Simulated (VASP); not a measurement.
Runs of VASP 6.6.1 on BeTe. Symmetry: F-43m, No. 216, cubic system. The conventional cell has a = 5.606 Å, b = 5.606 Å, c = 5.606 Å, α = 90.00°, β = 90.00°, γ = 90.00°. Be (site symmetry -43m) has 4 Te at 2.43 Å as nearest neighbours. Te (site symmetry -43m) is surrounded by 4 Be at 2.43 Å. 

| task | cell | k mesh | cutoff (eV) | smearing | gap on the mesh (eV) | pressure (GPa) | relaxed volume (Å³/atom) |
| --- | --- | --- | --- | --- | --- | --- | --- |
| single point | F-43m, 22.02 Å³/atom | 8 × 8 × 8 | 520 | gaussian 0.02 eV | 1.82 | (a) | - |
| single point | F-43m, 21.25 Å³/atom | 6 × 6 × 6 | 520 | gaussian 0.1 eV | 1.73 | 2.6 | - |
| relaxation of cell and atoms | relaxed from: cell and atoms relaxed tightly for response | 8 × 8 × 8 | 600 | gaussian 0.01 eV | 1.83 | 0.0 | 22.10 |
| single point | cell and atoms relaxed tightly for response | 8 × 8 × 8 | 520 | gaussian 0.01 eV | 1.82 | 0.3 | - |
| relaxation of cell and atoms | relaxed | 8 × 8 × 8 | 600 | gaussian 0.02 eV | 1.83 | 0.0 | 22.10 |

Alike in all rows: level PBEsol; potentials or basis VASP PAW PBE potentials, release 64 (Be, Te); no spin polarisation.

**Question.** Estimate the missing entries.

**Answer.** (a) 0.2.

Caveats: the PAW data sets were made with another functional, which shifts forces and pressure a little; spin-orbit coupling is left out, which moves the levels of the heavy elements.

A k mesh can miss the band edges, and the runs leave out spin-orbit coupling on Te.
